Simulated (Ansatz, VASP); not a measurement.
# CsH: VASP beside Ansatz

```
CELL_PARAMETERS angstrom
0.00000 3.05112 3.05112
3.05112 0.00000 3.05112
3.05112 3.05112 0.00000
ATOMIC_POSITIONS crystal
Cs 0.00000 0.00000 0.00000
H 0.50000 0.50000 0.50000
```

Alike in both runs: functional LDA; k mesh 8 × 8 × 8; occupations gaussian, width 0.02 eV; no spin polarisation.

Ansatz relaxed the structure, and its values are those at the end. VASP's run is a single point on that final structure, the one shown.

|  | VASP | Ansatz |
| --- | --- | --- |
| version | VASP 6.6.1 | Ansatz 0.2.0 |
| potentials or method | VASP PAW LDA potentials, release 64 (Cs_sv, H) | scalar-relativistic, plane waves, PAW |
| plane-wave cutoff (eV) | 520 | 420 |
| valence electrons in the cell | 10 | 10 |

VASP gave:

```
gap on the k mesh at the Fermi level (eV) : 1.73
least direct gap on the mesh (eV)         : 1.73
pressure (GPa)                            : 0.0
```

**Question.** What did Ansatz give for the same quantities?

**Answer.** gap on the k mesh at the Fermi level (eV): 1.75; least direct gap on the mesh (eV): 1.75; pressure (GPa): 0.0.

Caveats: spin-orbit coupling is left out, which moves the levels of the heavy elements. Expect the measured gap to be larger: semilocal functionals such as LDA lack the derivative discontinuity. A k mesh can miss the band edges.
